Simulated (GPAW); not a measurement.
PtS2:

```
Pt S
1.0
     3.54320    0.00000    0.00000
    -1.77160    3.06850    0.00000
     0.00000    0.00000    5.03880
Pt S
1 2
Direct
  0.00000 0.00000 0.00000
  0.66667 0.33333 0.77300
  0.33333 0.66667 0.22700
```

| Quantity | Value |
| --- | --- |
| Program | GPAW 26.7.0 |
| Task | relaxation of cell and atoms |
| Functional | PBE |
| Potentials or basis | GPAW PAW data sets (gpaw-data 1.2.1) |
| Cutoff | 600 eV |
| Basis | pw |
| k mesh | 9 × 9 × 5 |
| Occupations | fermi-dirac, width 0.05 eV |
| Spin | no spin polarisation |

At the start: pressure 11.7 GPa; volume 18.26 Å³/atom.

Question: Where does the relaxation end?

Answer: Over 40 steps the energy falls by 65.8 meV/atom and the volume is 21.03 Å³/atom (+15.1 %); space group P-3m1 (No. 164, to 0.05 Å).

The path:
| step | energy change (eV) | largest force (eV/Å) | pressure (GPa) | volume (Å³) |
| --- | --- | --- | --- | --- |
| 1 | 0.0000 | 1.2918 | 11.75 | 54.78 |
| 2 | -0.0751 | 0.9040 | 8.34 | 55.52 |
| 3 | -0.1475 | 0.2920 | 3.11 | 56.82 |
| 4 | -0.1512 | 0.3324 | -2.03 | 58.36 |
| 5 | -0.1522 | 0.3160 | -1.90 | 58.32 |
| 6 | -0.1541 | 0.2841 | -1.64 | 58.26 |
| 7 | -0.1565 | 0.2381 | -1.27 | 58.16 |
| 8 | -0.1587 | 0.1803 | -0.80 | 58.04 |
| 9 | -0.1605 | 0.1140 | -0.26 | 57.91 |
| 10 | -0.1614 | 0.0442 | 0.30 | 57.78 |
| 11 | -0.1615 | 0.0199 | 0.83 | 57.68 |
| 12 | -0.1615 | 0.0189 | 0.82 | 57.68 |
| 13 | -0.1616 | 0.0170 | 0.80 | 57.69 |
| 14 | -0.1616 | 0.0141 | 0.78 | 57.70 |
| 15 | -0.1617 | 0.0104 | 0.75 | 57.72 |
| 16 | -0.1619 | 0.0060 | 0.71 | 57.73 |
| 17 | -0.1620 | 0.0008 | 0.67 | 57.75 |
| 18 | -0.1622 | 0.0050 | 0.62 | 57.78 |
| 19 | -0.1624 | 0.0120 | 0.57 | 57.81 |
| 20 | -0.1626 | 0.0200 | 0.50 | 57.84 |
| 21 | -0.1629 | 0.0291 | 0.43 | 57.88 |
| 22 | -0.1632 | 0.0391 | 0.35 | 57.93 |
| 23 | -0.1636 | 0.0492 | 0.26 | 57.99 |
| 24 | -0.1640 | 0.0588 | 0.19 | 58.05 |
| 25 | -0.1645 | 0.0666 | 0.12 | 58.12 |
| 26 | -0.1651 | 0.0715 | 0.08 | 58.19 |
| 27 | -0.1659 | 0.0721 | 0.07 | 58.26 |
| 28 | -0.1668 | 0.0674 | 0.11 | 58.34 |
| 29 | -0.1680 | 0.0569 | 0.19 | 58.43 |
| 30 | -0.1693 | 0.0420 | 0.29 | 58.53 |
| 31 | -0.1708 | 0.0265 | 0.40 | 58.66 |
| 32 | -0.1726 | 0.0161 | 0.47 | 58.84 |
| 33 | -0.1748 | 0.0168 | 0.44 | 59.09 |
| 34 | -0.1772 | 0.0297 | 0.31 | 59.42 |
| 35 | -0.1800 | 0.0467 | 0.14 | 59.83 |
| 36 | -0.1831 | 0.0499 | 0.08 | 60.28 |
| 37 | -0.1865 | 0.0286 | 0.19 | 60.77 |
| 38 | -0.1900 | 0.0019 | 0.33 | 61.35 |
| 39 | -0.1937 | 0.0118 | 0.20 | 62.12 |
| 40 | -0.1973 | 0.0392 | -0.04 | 63.08 |

Final structure:
```xyz
3
Lattice="3.5857 0.0000 0.0000 -1.7929 3.1053 0.0000 0.0000 0.0000 5.6647" Properties=species:S:1:pos:R:3 pbc="T T T"
Pt    0.0000    0.0000    0.0000
S     1.7929    1.0351    4.4390
S     0.0000    2.0702    1.2257
```

Caveat: later steps reuse the first step's grids; the volume moved by over 15 % at a fixed basis, so the end points are rough; this functional lacks dispersion, which binds the layers, so the pressure and a relaxed spacing across them are unreliable, and here the layers came unbound; the volume moved by +15 % from the deposited cell, more than functionals usually miss.
